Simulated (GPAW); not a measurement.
# WC (Fm-3m) in GPAW: further runs, part 2 of 2

GPAW 26.7.0.

### 3 Band structure, PBEsol, spin-orbit coupling, no magnetisation

run.py

```python
import numpy as np
from ase import Atoms
from ase.dft.bandgap import bandgap
from ase.io import write
from ase.units import GPa
from gpaw import GPAW, PW, setup_paths
from gpaw.spinorbit import soc_eigenstates

setup_paths.insert(0, '.')

atoms = Atoms(['W', 'C'],
              cell=[[0.0, 2.192684, 2.192684],
                    [2.192684, 0.0, 2.192684],
                    [2.192684, 2.192684, 0.0]],
              scaled_positions=[[0.0, 0.0, 0.0],
                                [0.5, 0.5, 0.5]],
              pbc=True)

calc = GPAW(mode=PW(800),
            xc='PBEsol',
            kpts={'size': (7, 7, 7), 'gamma': True},
            occupations={'name': 'fermi-dirac', 'width': 0.05},
            nbands=19,
            convergence={'density': 1e-05, 'energy': 1e-05},
            maxiter=150,
            txt='gpaw.txt')
atoms.calc = calc
energy = atoms.get_potential_energy()
forces = atoms.get_forces()
stress = atoms.get_stress()
calc.write('gs.gpw')
write('result.traj', atoms)
print(f'Energy: {energy:.6f} eV')
print('Forces (eV/A):')
print(forces.round(4))
print('Stress (GPa):', (stress / GPa).round(3))
print('Fermi level:', round(calc.get_fermi_level(), 4), 'eV')
print(f'Gap: {bandgap(calc)[0]:.4f} eV, direct: {bandgap(calc, direct=True)[0]:.4f} eV')

path = atoms.cell.bandpath('GXWKGLUWLK,UX', npoints=100, eps=1e-4)
bs_calc = calc.fixed_density(kpts=path, symmetry='off', nbands=28,
                             convergence={'bands': 'CBM+6.0', 'eigenstates': 1e-6}, txt='bands.txt')
bs = bs_calc.band_structure()
bs.write('bs.json')
print(f'Gap on the path: {bandgap(bs_calc)[0]:.4f} eV')

soc = soc_eigenstates(bs_calc, theta=0, phi=0)
np.savetxt('soc_bands.dat', soc.eigenvalues(), fmt='%.4f')
mesh = soc_eigenstates('gs.gpw', theta=0, phi=0)
np.savetxt('soc_mesh.dat', mesh.eigenvalues(), fmt='%.4f')
print('Fermi level with spin-orbit coupling:', round(mesh.fermi_level, 4), 'eV')
```

Potentials or basis: PAW data sets generated in the run's folder for this functional, pw.

Started as:

```
$ gpaw-setup -f PBEsol C W
$ OMP_NUM_THREADS=1 python run.py
```

gpaw.txt:

```text
__  _  _
 | _ |_)|_||  |
 |__||  | ||/\| - 26.7.0

Input parameters:
  mode=PW(ecut=800.0),
  convergence={'density': 1e-05, 'energy': 1e-05},
  kpts=MonkhorstPack(size=(7, 7, 7), gamma=True),
  maxiter=150,
  nbands=19,
  occupations=Occupations(name='fermi-dirac', width=0.05),
  xc=XC(name='PBEsol')

Diagonalizing LCAO Hamiltonian
Converting LCAO to pw mode

              C

       W

Atoms  # Å, Bohr magnetons
|   | symbol |        x |        y |        z |    initial magnetic moments |
|---|--------|----------|----------|----------|-----------------------------|
| 0 |      W | 0.000000 | 0.000000 | 0.000000 | ( 0.0000,  0.0000,  0.0000) |
| 1 |      C | 2.192684 | 2.192684 | 2.192684 | ( 0.0000,  0.0000,  0.0000) |

Unit cell  # Å
| periodic |        x |        y |        z |  lengths |    angles |
|----------|----------|----------|----------|----------|-----------|
|      yes | 0.000000 | 2.192684 | 2.192684 | 3.100923 | 60.000000 |
|      yes | 2.192684 | 0.000000 | 2.192684 | 3.100923 | 60.000000 |
|      yes | 2.192684 | 2.192684 | 0.000000 | 3.100923 | 60.000000 |

Number of symmetries: 48
Symmetry operations  # r_c * U_cc + t_c -> r_c
|    | kind |            matrix            |
|----|------|------------------------------|
|  0 |  σ   |  1, 0, 0,  1, 0,-1,  1,-1, 0 |
|  1 |  C2  |  1, 0, 0,  1,-1, 0,  1, 0,-1 |
|  2 |  E   |  1, 0, 0,  0, 1, 0,  0, 0, 1 |
|  3 |  σ   |  1, 0, 0,  0, 0, 1,  0, 1, 0 |
|  4 |  C4  |  1, 0,-1,  1, 0, 0,  1,-1, 0 |
|  5 |  S6  |  1, 0,-1,  1,-1, 0,  1, 0, 0 |
|  6 |  σ   |  1, 0,-1,  0, 1,-1,  0, 0,-1 |
|  7 |  C3  |  1, 0,-1,  0, 0,-1,  0, 1,-1 |
|  8 |  S6  |  1,-1, 0,  1, 0, 0,  1, 0,-1 |
|  9 |  C4  |  1,-1, 0,  1, 0,-1,  1, 0, 0 |
| 10 |  C3  |  1,-1, 0,  0,-1, 1,  0,-1, 0 |
| 11 |  σ   |  1,-1, 0,  0,-1, 0,  0,-1, 1 |
| 12 |  σ   |  0, 1, 0,  1, 0, 0,  0, 0, 1 |
| 13 |  C4  |  0, 1, 0,  0, 1,-1, -1, 1, 0 |
| 14 |  C3  |  0, 1, 0,  0, 0, 1,  1, 0, 0 |
| 15 |  S6  |  0, 1, 0, -1, 1, 0,  0, 1,-1 |
| 16 |  C2  |  0, 1,-1,  1, 0,-1,  0, 0,-1 |
| 17 |  σ   |  0, 1,-1,  0, 1, 0, -1, 1, 0 |
| 18 |  S4  |  0, 1,-1,  0, 0,-1,  1, 0,-1 |
| 19 |  C4  |  0, 1,-1, -1, 1, 0,  0, 1, 0 |
| 20 |  C3  |  0, 0, 1,  1, 0, 0,  0, 1, 0 |
| 21 |  σ   |  0, 0, 1,  0, 1, 0,  1, 0, 0 |
| 22 |  S6  |  0, 0, 1,  0,-1, 1, -1, 0, 1 |
| 23 |  C4  |  0, 0, 1, -1, 0, 1,  0,-1, 1 |
| 24 |  S4  |  0, 0,-1,  1, 0,-1,  0, 1,-1 |
| 25 |  C3  |  0, 0,-1,  0, 1,-1,  1, 0,-1 |
| 26 |  C2  |  0, 0,-1,  0,-1, 0, -1, 0, 0 |
| 27 |  S6  |  0, 0,-1, -1, 0, 0,  0,-1, 0 |
| 28 |  S4  |  0,-1, 1,  1,-1, 0,  0,-1, 0 |
| 29 |  C4  |  0,-1, 1,  0, 0, 1, -1, 0, 1 |
| 30 |  C2  |  0,-1, 1,  0,-1, 0,  1,-1, 0 |
| 31 |  σ   |  0,-1, 1, -1, 0, 1,  0, 0, 1 |
| 32 |  C3  |  0,-1, 0,  1,-1, 0,  0,-1, 1 |
| 33 |  S6  |  0,-1, 0,  0, 0,-1, -1, 0, 0 |
| 34 |  S4  |  0,-1, 0,  0,-1, 1,  1,-1, 0 |
| 35 |  C2  |  0,-1, 0, -1, 0, 0,  0, 0,-1 |
| 36 |  C2  | -1, 1, 0,  0, 1, 0,  0, 1,-1 |
| 37 |  S6  | -1, 1, 0,  0, 1,-1,  0, 1, 0 |
| 38 |  S4  | -1, 1, 0, -1, 0, 1, -1, 0, 0 |
| 39 |  C3  | -1, 1, 0, -1, 0, 0, -1, 0, 1 |
| 40 |  S6  | -1, 0, 1,  0, 0, 1,  0,-1, 1 |
| 41 |  C2  | -1, 0, 1,  0,-1, 1,  0, 0, 1 |
| 42 |  C3  | -1, 0, 1, -1, 1, 0, -1, 0, 0 |
| 43 |  S4  | -1, 0, 1, -1, 0, 0, -1, 1, 0 |
| 44 |  C2  | -1, 0, 0,  0, 0,-1,  0,-1, 0 |
| 45 |  i   | -1, 0, 0,  0,-1, 0,  0, 0,-1 |
| 46 |  σ   | -1, 0, 0, -1, 1, 0, -1, 0, 1 |
| 47 |  C2  | -1, 0, 0, -1, 0, 1, -1, 1, 0 |

BZ-sampling:
  Number of BZ points: 343
  Number of IBZ points: 20

  Monkhorst-Pack size: [7, 7, 7]
  Monkhorst-Pack shift: [0, 0, 0]

K-points  # in reciprocal-cell coordinates
|     |                                coordinates |     weight |
|-----|--------------------------------------------|------------|
|   0 | (  0.00000000,   0.00000000,   0.00000000) | 0.00291545 |
|   1 | (  0.14285714,   0.14285714,   0.00000000) | 0.01749271 |
|   2 | (  0.14285714,   0.14285714,   0.14285714) | 0.02332362 |
|   3 | (  0.28571429,   0.14285714,   0.14285714) | 0.03498542 |
|   4 | (  0.28571429,   0.28571429,   0.00000000) | 0.01749271 |
|   5 | (  0.28571429,   0.28571429,   0.14285714) | 0.06997085 |
|   6 | (  0.28571429,   0.28571429,   0.28571429) | 0.02332362 |
|   7 | (  0.42857143,  -0.28571429,  -0.28571429) | 0.03498542 |
|   8 | (  0.42857143,   0.28571429,  -0.42857143) | 0.13994169 |
|   9 | (  0.42857143,   0.28571429,  -0.28571429) | 0.06997085 |
| ... |                                            |            |
|  19 | (  0.42857143,   0.42857143,   0.42857143) | 0.02332362 |

Plane wave coefficients: 1096
Cutoff: 800.0 eV

Spin-components: 1 (collinear spins)
Bands:           19
Projectors:      11
Spin-degeneracy: 2
Datatype:        complex128

Parallelization:
  kpt:    1
  domain: 1
  band:   1

Density:
  Valence electrons: 18.0
  Components: 1
  Grid points: [21 21 21]
  Charge: 0.0  # |e|

Potential:
  Grid points: [21 21 21]

species:
  W:
    name:    Tungsten
    Z:       74.0
    valence: 14
    core:    60
    charge:  0.0  # [|e|]
    compensation charges:
      type: gauss
      rc: 0.40  # [Å]
      lmax: 2
    cutoffs:
      filter: 2.36  # [Å]
      core: 3.02  # [Å]
    projectors
    | kind |    occ | energy [eV] | rcut [Å] |
    |------|--------|-------------|----------|
    |   5s |  2.000 |     -78.864 |    1.344 |
    |   6s |  2.000 |      -5.730 |    1.344 |
    |   5p |  6.000 |     -43.252 |    1.355 |
    |   6p |  0.000 |      -1.338 |    1.355 |
    |   5d |  4.000 |      -4.526 |    1.228 |
    |    d |        |      22.686 |    1.228 |

    Using partial waves for W as LCAO basis

  C:
    name:    Carbon
    Z:       6.0
    valence: 4
    core:    2
    charge:  0.0  # [|e|]
    compensation charges:
      type: gauss
      rc: 0.20  # [Å]
      lmax: 2
    cutoffs:
      filter: 1.14  # [Å]
      core: 1.14  # [Å]
    projectors
    | kind |    occ | energy [eV] | rcut [Å] |
    |------|--------|-------------|----------|
    |   2s |  2.000 |     -13.648 |    0.635 |
    |   2p |  2.000 |      -5.232 |    0.635 |
    |    s |        |      13.563 |    0.635 |
    |    p |        |      21.979 |    0.635 |
    |    d |        |       0.000 |    0.635 |

    Using partial waves for C as LCAO basis

Reference energy: -439665.733139  # eV

eigensolver:
  PPCG
  Converge bands: occupied
  niter=2

density mixing:
  MSR1-Mixer
  Pratt-step length: 0.05
  Maximum mixing coefficient: 0.75
  Old densities: 10
  SVD Regularization: 0.005
  Good broyden scale: 1.0
  Trust region scale: 1.0
  Backstep threshold: 4.0
  History deletion threshold: 6.0
  Fourier metric: weight=20.0, sigma=0.015

occupation numbers:
  Fermi-Dirac:
    width: 0.0500  # eV

poisson solver:
  ecut: 6400.0  # eV

xc functional:
  name: PBEsol with 2 nearest neighbor stencil

convergence criteria:
[... 6 lines left out ...]
|iter     | |      energy | eigst |  dens |
|---------|-|-------------|-------|-------|
|iter:   1| |  -23.412581 | +0.10 |       |
|iter:   2| |  -22.852474 | -2.59 | -0.90 |
|iter:   3| |  -21.649042 | -1.64 | -0.97 |
|iter:   4| |  -21.659108 | -3.97 | -1.74 |
|iter:   5| |  -21.665947 | -3.78 | -1.97 |
|iter:   6| |  -21.665956 | -6.17 | -3.36 |
|iter:   7| |  -21.665962c| -7.49c| -3.85 |
|iter:   8| |  -21.665962c| -8.35c| -4.43 |
|iter:   9| |  -21.665962c| -9.78c| -5.58c|

Converged in 9 steps
Energy contributions relative to reference atoms: (reference = -439665.733139)

Energy contributions:
  Kinetic:           8.246873
  Coulomb:          -9.799524
  Zero:              0.007499
  External:          0.000000
  Xc:              -20.117882
  Entropy:          -0.005857
  Spinorbit:         0.000000
  ----------------------------
  Free energy:     -21.668891
  Extrapolated:    -21.665962

dipole moment: (-16.340349, -16.340349, -16.340349)  # |e|*Ang

Fermi level: 15.032
Eigenvalues  # (at kpt = [0.000, 0.000, 0.000])
| band index |      eig [eV] | occ [0-2] |
|------------|---------------|-----------|
|          0 |       -59.942 |     2.000 |
|        ... |               |           |
|          5 |        12.489 |     2.000 |
|          6 |        12.489 |     2.000 |
|          7 |        12.489 |     2.000 |
|          8 |        14.250 |     2.000 |
|          9 |        14.250 |     2.000 |
|         10 |        14.250 |     2.000 |
|         11 |        14.278 |     2.000 |
|         12 |        14.278 |     2.000 |
|         13 |        21.761 |     0.000 |
|         14 |        24.994 |     0.000 |
|         15 |        38.386 |     0.000 |
|         16 |        38.386 |     0.000 |
|         17 |        38.386 |     0.000 |
|         18 |        41.096 |     0.000 |

No gap
No difference between direct/indirect transitions

Forces  # eV/Ang
|        x |        y |        z |
|----------|----------|----------|
| -0.00000 | -0.00000 |  0.00000 |  # W    0
|  0.00000 | -0.00000 | -0.00000 |  # C    1

Stress tensor  # eV/Ang^3
|        x |        y |        z |
|----------|----------|----------|
| 0.067990 | 0.000000 | 0.000000 |
| 0.000000 | 0.067990 | 0.000000 |
| 0.000000 | 0.000000 | 0.067990 |

# Writing to gs.gpw (mode='')
```

Run time: 44 s. Hardware: 1 thread of Arm Neoverse V1, shared host; peak memory 0.27 GiB.

Results:

* Free energy: -21.6689 eV
* Pressure: -10.9 GPa
* Band gap along the path: none (metal or under the smearing width)

Levels at the corners of the path, in eV from the Fermi level:
| point | band 14 | band 15 | band 16 | band 17 | band 18 | band 19 | band 20 | band 21 | band 22 | band 23 |
| --- | --- | --- | --- | --- | --- | --- | --- | --- | --- | --- |
| Γ | -2.75 | -2.26 | -2.26 | -0.96 | -0.96 | -0.68 | -0.68 | -0.68 | -0.68 | -0.67 |
| X | -5.39 | -2.36 | -2.36 | -1.86 | -1.86 | 1.01 | 1.01 | 2.17 | 2.17 | 2.77 |
| W | -6.07 | -5.44 | -5.44 | 0.70 | 0.70 | 0.73 | 0.73 | 2.45 | 2.45 | 3.71 |
| K | -5.62 | -4.53 | -4.53 | -1.44 | -1.44 | 1.56 | 1.56 | 2.74 | 2.74 | 5.09 |
| Γ | -2.75 | -2.26 | -2.26 | -0.96 | -0.96 | -0.68 | -0.68 | -0.68 | -0.68 | -0.67 |
| L | -6.42 | -6.24 | -6.24 | 1.16 | 1.16 | 1.23 | 1.23 | 2.64 | 2.64 | 5.14 |
| U | -5.62 | -4.53 | -4.53 | -1.44 | -1.44 | 1.56 | 1.56 | 2.74 | 2.74 | 5.09 |
| W | -6.07 | -5.44 | -5.44 | 0.70 | 0.70 | 0.73 | 0.73 | 2.45 | 2.45 | 3.71 |
| L | -6.42 | -6.24 | -6.24 | 1.16 | 1.16 | 1.23 | 1.23 | 2.64 | 2.64 | 5.14 |
| K | -5.62 | -4.53 | -4.53 | -1.44 | -1.44 | 1.56 | 1.56 | 2.74 | 2.74 | 5.09 |
| U | -5.62 | -4.53 | -4.53 | -1.44 | -1.44 | 1.56 | 1.56 | 2.74 | 2.74 | 5.09 |
| X | -5.39 | -2.36 | -2.36 | -1.86 | -1.86 | 1.01 | 1.01 | 2.17 | 2.17 | 2.77 |

Caveat: spin-orbit coupling was added after a scalar SCF, so levels and gaps hold it while energy, forces, pressure and moments don't; this program's spin-orbit splittings come out too wide for heavy elements.
